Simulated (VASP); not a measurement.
# CdF (Fm-3m) in VASP: notebook

The runs below take CdF through phonons, band structure, with r2SCAN, PBE+TS.

All numbers are computed with VASP 6.6.1; they aren't measurements. Logs are shortened: lines on timing, memory, paths and dates and some standing lists are left out, and cuts for length are marked.

### Step 1. The crystal as given

Symmetry: Fm-3m, No. 225, cubic system. Conventional cell: a = 5.062 Å, b = 5.062 Å, c = 5.062 Å, α = 90.00°, β = 90.00°, γ = 90.00°. Cd (site symmetry m-3m) is surrounded by 6 F at 2.53 Å. F (site symmetry m-3m) is surrounded by 6 Cd at 2.53 Å.

The cell was built by a generator and needn't be a form met in nature.

### Step 2. Phonons, r2SCAN

The input, POSCAR:

```
CdF
1.0
    0.0000000000      2.5312012400      2.5312012400
    2.5312012400      0.0000000000      2.5312012400
    2.5312012400      2.5312012400      0.0000000000
Cd F
1 1
Direct
    0.0000000000      0.0000000000      0.0000000000
    0.5000000000      0.5000000000      0.5000000000
```

The input, INCAR.step1:

```
  PREC = Accurate
  ENCUT = 600
  EDIFF = 1E-8
  ISMEAR = 0
  SIGMA = 0.05
  LREAL = False
  LASPH = True
  NELM = 60
  ALGO = Normal
  ISIF = 3
  LWAVE = False
  LCHARG = False
  METAGGA = R2SCAN
  LMIXTAU = True
  IBRION = 2
  NSW = 40
  EDIFFG = -0.002
```

The input, INCAR.step2:

```
  PREC = Accurate
  ENCUT = 600
  EDIFF = 1E-8
  ISMEAR = 0
  SIGMA = 0.05
  LREAL = False
  LASPH = True
  NELM = 60
  ALGO = Normal
  ISIF = 2
  LWAVE = False
  LCHARG = False
  METAGGA = R2SCAN
  LMIXTAU = True
  IBRION = 6
  NFREE = 2
  POTIM = 0.015
  NSW = 1
```

The input, KPOINTS:

```
regular mesh
0
Gamma
  7 7 7
```

Potentials or basis: VASP PAW PBE potentials, release 64 (Cd, F).

Command:

```bash
$ cat potpaw_PBE.64/Cd/POTCAR potpaw_PBE.64/F/POTCAR > POTCAR
$ cp INCAR.step1 INCAR
$ mpirun -np 1 vasp_std > vasp.out
$ cp CONTCAR POSCAR
$ cp INCAR.step2 INCAR
$ mpirun -np 1 vasp_std > vasp.out
```

OUTCAR:

```text
PREC = Accurate
   ENCUT = 600
   EDIFF = 1E-8
   ISMEAR = 0
   LREAL = False
   LASPH = True
   NELM = 60
   ISIF = 2
   METAGGA = R2SCAN
   IBRION = 6
   NFREE = 2
   POTIM = 0.015
   NSW = 1

 ion  position               nearest neighbor table
   1  0.000  0.000  0.000-   2 2.54   2 2.54   2 2.54   2 2.54   2 2.54   2 2.54
   2  0.500  0.500  0.500-   1 2.54   1 2.54   1 2.54   1 2.54   1 2.54   1 2.54

  LATTYP: Found a face centered cubic cell.
 ALAT       =     5.0867818900

  Lattice vectors:

 A1 = (   0.0000000000,   2.5433909450,   2.5433909450)
 A2 = (   2.5433909450,   0.0000000000,   2.5433909450)
 A3 = (   2.5433909450,   2.5433909450,   0.0000000000)

Analysis of symmetry for initial positions (statically):
=====================================================================
 Subroutine PRICEL returns:
 Original cell was already a primitive cell.

 Routine SETGRP: Setting up the symmetry group for a
 face centered cubic supercell.

 Subroutine GETGRP returns: Found 48 space group operations
 (whereof 48 operations were pure point group operations)
 out of a pool of 48 trial point group operations.

The static configuration has the point symmetry O_h .

Analysis of symmetry for dynamics (positions and initial velocities):
=====================================================================
 Subroutine PRICEL returns:
 Original cell was already a primitive cell.

 Routine SETGRP: Setting up the symmetry group for a
 face centered cubic supercell.

 Subroutine GETGRP returns: Found 48 space group operations
 (whereof 48 operations were pure point group operations)
 out of a pool of 48 trial point group operations.

The dynamic configuration has the point symmetry O_h .

 Subroutine INISYM returns: Found 48 space group operations
 (whereof 48 operations are pure point group operations),
 and found     1 'primitive' translations

----------------------------------------------------------------------------------------

                                     Primitive cell

  volume of cell :      32.9056

  direct lattice vectors                    reciprocal lattice vectors
     0.000000000  2.543390945  2.543390945    -0.196587945  0.196587945  0.196587945
     2.543390945  0.000000000  2.543390945     0.196587945 -0.196587945  0.196587945
     2.543390945  2.543390945  0.000000000     0.196587945  0.196587945 -0.196587945

  length of vectors
     3.596897969  3.596897969  3.596897969     0.340500309  0.340500309  0.340500309

  position of ions in fractional coordinates (direct lattice)
     0.000000000  0.000000000  0.000000000
     0.500000000  0.500000000  0.500000000

  ion indices of the primitive-cell ions
   primitive index   ion index
                 1           1
                 2           2

----------------------------------------------------------------------------------------

 KPOINTS: regular mesh

Automatic generation of k-mesh.
 Grid dimensions read from file:
 generate k-points for:    7    7    7

 Generating k-lattice:

  Cartesian coordinates                     Fractional coordinates (reciprocal lattice)
    -0.028083992  0.028083992  0.028083992     0.142857143  0.000000000  0.000000000
     0.028083992 -0.028083992  0.028083992     0.000000000  0.142857143  0.000000000
     0.028083992  0.028083992 -0.028083992     0.000000000  0.000000000  0.142857143

  Length of vectors
     0.048642901  0.048642901  0.048642901

  Shift w.r.t. Gamma in fractional coordinates (k-lattice)
     0.000000000  0.000000000  0.000000000

 Subroutine IBZKPT returns following result:
[... 57 lines left out ...]
   EMIN   =  10.00;   EMAX   =-10.00  energy-range for DOS
   EFERMI =   0.00;   METHOD = LEGACY
   ISMEAR =     0;   SIGMA  =   0.05  broadening in eV -4-tet -1-fermi 0-gaus
   EFERMI_NEDOS =   21; number of points for ismear=-14 and -15
   IALGO  =     38    algorithm
   IMIX   =      4    mixing-type and parameters
     AMIX     =   0.40;   BMIX     =  1.00
     AMIX_MAG =   1.60;   BMIX_MAG =  1.00
  volume/ion in A,a.u.               =      16.45       111.03
  Fermi-wavevector in a.u.,A,eV,Ry     =   1.363231  2.576134 25.285065  1.858400
  Thomas-Fermi vector in A             =   2.489652
   LORBIT       =      0    0 simple, 1 ext, 2 COOP (PROOUT), +10 PAW based schemes
   METAGGA = R2SCAN    functional components
   LHFCALC =     F    Hartree Fock is set to
   AEXX    =    0.0000 exact exchange contribution
   IVDW    =     0    specifies the selected vdW correction
   LEPSILON=     F    determine dielectric tensor
   LRPA    =     F    only Hartree local field effects (RPA)
 finite differences with symmetry
 non-spin polarized calculation
 Gauss-broadening in eV      SIGMA  =   0.05
  energy-cutoff  :      600.00
  volume of cell :       32.91
 maximum number of plane-waves:      1117
 NGX is ok and might be reduce to    30

--------------------------------------- Ionic step        1  -------------------------------------------

 number of electron      18.9999992 magnetization

 Free energy of the ion-electron system (eV)
  ---------------------------------------------------
  ext. energy  EPLUGINS =         0.00000000
  ---------------------------------------------------
  free energy    TOTEN  =       -26.00120900 eV

  energy without entropy =      -26.00047013  energy(sigma->0) =      -26.00083957

------------------------ aborting loop because EDIFF is reached ----------------------------------------

  FORCE on cell =-STRESS in cart. coord.  units (eV):
  Direction    XX          YY          ZZ          XY          YZ          ZX
  --------------------------------------------------------------------------------------
  -------------------------------------------------------------------------------------
  Total       -0.0058794     -0.0058794     -0.0058794     -0.0000000      0.0000000      0.0000000
  in kB       -0.2862670     -0.2862670     -0.2862670     -0.0000000      0.0000000      0.0000000
  external PRESSURE =      -0.2862670 kB  Pullay stress =       0.0000000 kB
[... 131 lines left out ...]
--------------------------------------- Ionic step        5  -------------------------------------------

 number of electron      18.9999995 magnetization

 Free energy of the ion-electron system (eV)
  ---------------------------------------------------
  ext. energy  EPLUGINS =         0.00000000
  ---------------------------------------------------
  free energy    TOTEN  =       -26.00115964 eV

  energy without entropy =      -26.00042139  energy(sigma->0) =      -26.00079051

 E-fermi :   2.7211     XC(G=0): -10.8461

 val. band max:        2.7190090163   @ k =   0.4286   0.4286   0.0000
 cond. band min:       3.2594974648   @ k =   0.0000  -0.4286   0.4286
 fundamental gap:      0.5404884485
 Fermi energy:         2.7210836556

 k-point     1 :       0.0000    0.0000    0.0000
  band No.  band energies     occupation
      1     -23.4166      2.00000
      2      -6.9019      2.00000
      3      -6.9019      2.00000
      4      -6.9018      2.00000
      5      -6.7120      2.00000
      6      -6.7114      2.00000
      7      -3.5277      2.00000
      8      -3.5277      2.00000
      9      -3.5274      2.00000
     10      -1.9514      2.00000
     11      14.6272      0.00000
     12      15.3162      0.00000
     13      15.3163      0.00000
[... 354 lines left out ...]
  band No.  band energies     occupation
      1     -23.2890      2.00000
      2      -7.2598      2.00000
      3      -7.2166      2.00000
      4      -7.1577      2.00000
      5      -6.6252      2.00000
      6      -6.6168      2.00000
      7      -4.6522      2.00000
      8      -3.2209      2.00000
      9      -2.8990      2.00000
     10       3.7246      0.00000
     11       4.5090      0.00000
     12       9.5640      0.00000
     13      11.1656      0.00000

 [... further k-points ...]

------------------------ aborting loop because EDIFF is reached ----------------------------------------

  FORCE on cell =-STRESS in cart. coord.  units (eV):
  Direction    XX          YY          ZZ          XY          YZ          ZX
  --------------------------------------------------------------------------------------
  -------------------------------------------------------------------------------------
  Total       -0.0027118     -0.0056194     -0.0056194     -0.0000000      0.0000000      0.0000000
  in kB       -0.1320400     -0.2736097     -0.2736097     -0.0000000      0.0000000      0.0000000
  external PRESSURE =      -0.2264198 kB  Pullay stress =       0.0000000 kB
[... 17 lines left out ...]
  FREE ENERGIE OF THE ION-ELECTRON SYSTEM (eV)
  ---------------------------------------------------
  free  energy   TOTEN  =       -26.0011596415 eV

  energy  without entropy=      -26.0004213879  energy(sigma->0) =      -26.00079051

 INTERNAL STRAIN TENSORS FROM DISPLACED ATOMS
 ============================================

 INTERNAL STRAIN TENSOR FOR ION    1 for displacements in x,y,z  (eV/Angst):
          X           Y           Z          XY          YZ          ZX
  --------------------------------------------------------------------------------
  x     0.00000     0.00000     0.00000     0.00000     0.00000     0.00000
  y     0.00000     0.00000     0.00000     0.00000     0.00000     0.00000
  z     0.00000     0.00000     0.00000     0.00000     0.00000     0.00000

 INTERNAL STRAIN TENSOR FOR ION    2 for displacements in x,y,z  (eV/Angst):
          X           Y           Z          XY          YZ          ZX
  --------------------------------------------------------------------------------
  x     0.00000     0.00000     0.00000     0.00000     0.00000     0.00000
  y     0.00000     0.00000     0.00000     0.00000     0.00000     0.00000
  z     0.00000     0.00000     0.00000     0.00000     0.00000     0.00000

 Eigenvectors and eigenvalues of the dynamical matrix
 ----------------------------------------------------

   1 f  =    2.565591 THz    16.120085 2PiTHz   85.578909 cm-1    10.610428 meV
             X         Y         Z           dx          dy          dz
      0.000000  0.000000  0.000000     0.000000    0.378569    0.000000
      2.543391  2.543391  2.543391     0.000000   -0.925573    0.000000
[... 21 lines left out ...]
   6 f/i=    0.004592 THz     0.028855 2PiTHz    0.153187 cm-1     0.018993 meV
             X         Y         Z           dx          dy          dz
      0.000000  0.000000  0.000000     0.000000   -0.925573    0.000000
      2.543391  2.543391  2.543391     0.000000   -0.378569    0.000000

 ELASTIC MODULI CONTR FROM IONIC RELAXATION (kBar)
 Direction    XX          YY          ZZ          XY          YZ          ZX
 --------------------------------------------------------------------------------
 XX           0.0000      0.0000      0.0000      0.0000      0.0000      0.0000
 YY           0.0000      0.0000      0.0000      0.0000      0.0000      0.0000
 ZZ           0.0000      0.0000      0.0000      0.0000      0.0000      0.0000
 XY           0.0000      0.0000      0.0000      0.0000      0.0000      0.0000
 YZ           0.0000      0.0000      0.0000      0.0000      0.0000      0.0000
 ZX           0.0000      0.0000      0.0000      0.0000      0.0000      0.0000
 --------------------------------------------------------------------------------
```

Wall time 8.7 min (1 thread of Intel Xeon Platinum 8259CL at 2.50GHz (Skylake/Cascade Lake), shared host); peak memory 0.2 GiB.

Results:

| Quantity | Value |
| --- | --- |
| Relaxed volume | 16.45 Å³/atom |
| Relaxed cell | a = 3.597 Å, b = 3.597 Å, c = 3.597 Å, α = 60.00°, β = 60.00°, γ = 60.00° |
| Space group after relaxing (to 0.05 Å) | Fm-3m (No. 225) |
| Highest phonon frequency at Γ, LO-TO splitting left out | 86 cm⁻¹ |

Step by step:
```csv
step,energy change (eV),largest force (eV/Å),pressure (GPa),volume (Å³)
1,0.0000,0.0000,0.99,32.43
2,-0.0014,0.0000,-0.01,32.91
```

Final structure:
```
CELL_PARAMETERS angstrom
0.00000 2.54339 2.54339
2.54339 0.00000 2.54339
2.54339 2.54339 0.00000
ATOMIC_POSITIONS crystal
Cd 0.00000 0.00000 0.00000
F 0.50000 0.50000 0.50000
```

Phonon frequencies in cm⁻¹ (negative: imaginary):
| q point | frequencies |
| --- | --- |
| (0.000, 0.000, 0.000) | 0 0 0 86 86 86 |

Caveat: the PAW data sets were made with another functional, which shifts forces and pressure a little.

### Step 3. Band structure, PBE+TS

This run uses another cell than the first one: it holds 8 atoms, not 2.

The input, INCAR:

```
SYSTEM = CdF
ALGO     = Normal         ! electronic algorithm
EDIFF    = 1E-7           ! SCF threshold, eV
ENCUT    = 400            ! plane-wave cutoff, eV
GGA      = PE             ! functional
ISIF     = 2              ! what is computed and relaxed
ISMEAR   = 0              ! smearing method
IVDW     = 2              ! dispersion correction
LASPH    = .TRUE.         ! aspherical terms in the spheres
LCHARG   = .FALSE.        ! write CHGCAR
LREAL    = .FALSE.        ! projectors in reciprocal space
LWAVE    = .FALSE.        ! write WAVECAR
NBANDS   = 48             ! bands
NELM     = 60             ! most SCF steps
PREC     = Accurate       ! precision mode
SIGMA    = 0.01           ! smearing width, eV
```

The input, CdF.cif:

```cif
data_CdF
_cell_length_a 5.06240248
_cell_length_b 5.06240248
_cell_length_c 5.06240248
_cell_angle_alpha 90.00000000
_cell_angle_beta 90.00000000
_cell_angle_gamma 90.00000000
_space_group_name_H-M_alt 'Fm-3m'
_space_group_name_Hall '-F 4 2 3'
_space_group_IT_number 225
loop_
_space_group_symop_operation_xyz
'x,y,z'
'-x,-y,-z'
'-y,x,z'
'y,-x,-z'
'-x,-y,z'
'x,y,-z'
'y,-x,z'
'-y,x,-z'
'x,-y,-z'
'-x,y,z'
'-y,-x,-z'
'y,x,z'
'-x,y,-z'
'x,-y,z'
'y,x,-z'
'-y,-x,z'
'z,x,y'
'-z,-x,-y'
'z,-y,x'
'-z,y,-x'
'z,-x,-y'
'-z,x,y'
'z,y,-x'
'-z,-y,x'
'-z,x,-y'
'z,-x,y'
'-z,-y,-x'
'z,y,x'
'-z,-x,y'
'z,x,-y'
'-z,y,x'
'z,-y,-x'
'y,z,x'
'-y,-z,-x'
'x,z,-y'
'-x,-z,y'
'-y,z,-x'
'y,-z,x'
'-x,z,y'
'x,-z,-y'
'-y,-z,x'
'y,z,-x'
'-x,-z,-y'
'x,z,y'
'y,-z,-x'
'-y,z,x'
'x,-z,y'
'-x,z,-y'
'x,y+1/2,z+1/2'
'-x,-y+1/2,-z+1/2'
'-y,x+1/2,z+1/2'
'y,-x+1/2,-z+1/2'
[... 63 lines left out ...]
'-z+1/2,y,-x+1/2'
'z+1/2,-x,-y+1/2'
'-z+1/2,x,y+1/2'
'z+1/2,y,-x+1/2'
'-z+1/2,-y,x+1/2'
'-z+1/2,x,-y+1/2'
'z+1/2,-x,y+1/2'
'-z+1/2,-y,-x+1/2'
'z+1/2,y,x+1/2'
'-z+1/2,-x,y+1/2'
'z+1/2,x,-y+1/2'
'-z+1/2,y,x+1/2'
'z+1/2,-y,-x+1/2'
'y+1/2,z,x+1/2'
'-y+1/2,-z,-x+1/2'
'x+1/2,z,-y+1/2'
'-x+1/2,-z,y+1/2'
'-y+1/2,z,-x+1/2'
'y+1/2,-z,x+1/2'
'-x+1/2,z,y+1/2'
'x+1/2,-z,-y+1/2'
'-y+1/2,-z,x+1/2'
'y+1/2,z,-x+1/2'
'-x+1/2,-z,-y+1/2'
'x+1/2,z,y+1/2'
'y+1/2,-z,-x+1/2'
'-y+1/2,z,x+1/2'
'x+1/2,-z,y+1/2'
'-x+1/2,z,-y+1/2'
'x+1/2,y+1/2,z'
'-x+1/2,-y+1/2,-z'
'-y+1/2,x+1/2,z'
'y+1/2,-x+1/2,-z'
'-x+1/2,-y+1/2,z'
'x+1/2,y+1/2,-z'
'y+1/2,-x+1/2,z'
'-y+1/2,x+1/2,-z'
'x+1/2,-y+1/2,-z'
'-x+1/2,y+1/2,z'
'-y+1/2,-x+1/2,-z'
'y+1/2,x+1/2,z'
'-x+1/2,y+1/2,-z'
'x+1/2,-y+1/2,z'
'y+1/2,x+1/2,-z'
'-y+1/2,-x+1/2,z'
'z+1/2,x+1/2,y'
'-z+1/2,-x+1/2,-y'
'z+1/2,-y+1/2,x'
'-z+1/2,y+1/2,-x'
'z+1/2,-x+1/2,-y'
'-z+1/2,x+1/2,y'
'z+1/2,y+1/2,-x'
'-z+1/2,-y+1/2,x'
'-z+1/2,x+1/2,-y'
'z+1/2,-x+1/2,y'
'-z+1/2,-y+1/2,-x'
'z+1/2,y+1/2,x'
'-z+1/2,-x+1/2,y'
'z+1/2,x+1/2,-y'
'-z+1/2,y+1/2,x'
'z+1/2,-y+1/2,-x'
'y+1/2,z+1/2,x'
'-y+1/2,-z+1/2,-x'
'x+1/2,z+1/2,-y'
'-x+1/2,-z+1/2,y'
'-y+1/2,z+1/2,-x'
'y+1/2,-z+1/2,x'
'-x+1/2,z+1/2,y'
'x+1/2,-z+1/2,-y'
'-y+1/2,-z+1/2,x'
'y+1/2,z+1/2,-x'
'-x+1/2,-z+1/2,-y'
'x+1/2,z+1/2,y'
'y+1/2,-z+1/2,-x'
'-y+1/2,z+1/2,x'
'x+1/2,-z+1/2,y'
'-x+1/2,z+1/2,-y'
loop_
_atom_site_label
_atom_site_type_symbol
_atom_site_symmetry_multiplicity
_atom_site_Wyckoff_symbol
_atom_site_fract_x
_atom_site_fract_y
_atom_site_fract_z
_atom_site_occupancy
Cd1 Cd 4 a 0.0000000000 0.0000000000 0.0000000000 1
F1 F 4 b 0.5000000000 0.0000000000 0.0000000000 1
```

The input, KPOINTS:

```
k-points
0
G
  5 5 5
  0 0 0
```

The input, POSCAR:

```
Cd F 
 1.0000000000000000
     5.0624024800000003    0.0000000000000000    0.0000000000000000
     0.0000000000000000    5.0624024800000003    0.0000000000000000
     0.0000000000000000    0.0000000000000000    5.0624024800000003
 Cd  F  
   4   4
Cartesian
  0.0000000000000000  0.0000000000000000  0.0000000000000000
  0.0000000000000000  2.5312012400000001  2.5312012400000001
  2.5312012400000001  0.0000000000000000  2.5312012400000001
  2.5312012400000001  2.5312012400000001  0.0000000000000000
  2.5312012400000001  0.0000000000000000  0.0000000000000000
  0.0000000000000000  2.5312012400000001  0.0000000000000000
  0.0000000000000000  0.0000000000000000  2.5312012400000001
  2.5312012400000001  2.5312012400000001  2.5312012400000001
```

The input, KPOINTS_OPT:

```
path GXMGRX,MR
10
line-mode
reciprocal
 0.0000000000  0.0000000000  0.0000000000  G
 0.0000000000  0.5000000000  0.0000000000  X

 0.0000000000  0.5000000000  0.0000000000  X
 0.5000000000  0.5000000000  0.0000000000  M

 0.5000000000  0.5000000000  0.0000000000  M
 0.0000000000  0.0000000000  0.0000000000  G

 0.0000000000  0.0000000000  0.0000000000  G
 0.5000000000  0.5000000000  0.5000000000  R

 0.5000000000  0.5000000000  0.5000000000  R
 0.0000000000  0.5000000000  0.0000000000  X

 0.5000000000  0.5000000000  0.0000000000  M
 0.5000000000  0.5000000000  0.5000000000  R
```

Potentials or basis: VASP PAW PBE potentials, release 54 (Cd, F).

Command:

```bash
$ ase convert -i cif -o vasp CdF.cif POSCAR
$ cat potpaw_PBE.54/Cd/POTCAR potpaw_PBE.54/F/POTCAR > POTCAR
$ mpirun -np 1 vasp_std > vasp.out
```

Run time: 1.9 min. Hardware: 1 thread of Intel Xeon Platinum 8488C (Sapphire Rapids), shared host; peak memory 0.23 GiB.

These settings aren't checked as converged (typed here: ENCUT = 400): the numbers below hold their error.

What came out:

```
Free energy                : -21.5619 eV
Band gap along the path    : none (metal or under the smearing width)
Hirshfeld charges          : Cd +0.29; F -0.29 e
Dispersion energy per atom : -0.179 eV
```

Caveat: the cutoff is under 1.25 times the usual one of these potentials, so pressure, stress and relaxed cells hold a basis-set (Pulay) error; atom-pairwise D2, TS and ULG terms overbind metals; pairwise dispersion overbinds metals, which lowers pressure and volume.

### Step 4. For comparison

An earlier run on the cell as given: functional PBE; potentials or basis VASP PAW PBE potentials, release 64 (Cd, F); cutoff 520 eV; k mesh 9 × 9 × 9; occupations fermi-dirac, width 0.05 eV; no spin polarisation.

- Pressure: 4.6 GPa
- Band gap on the k mesh: none (metal or under the smearing width)
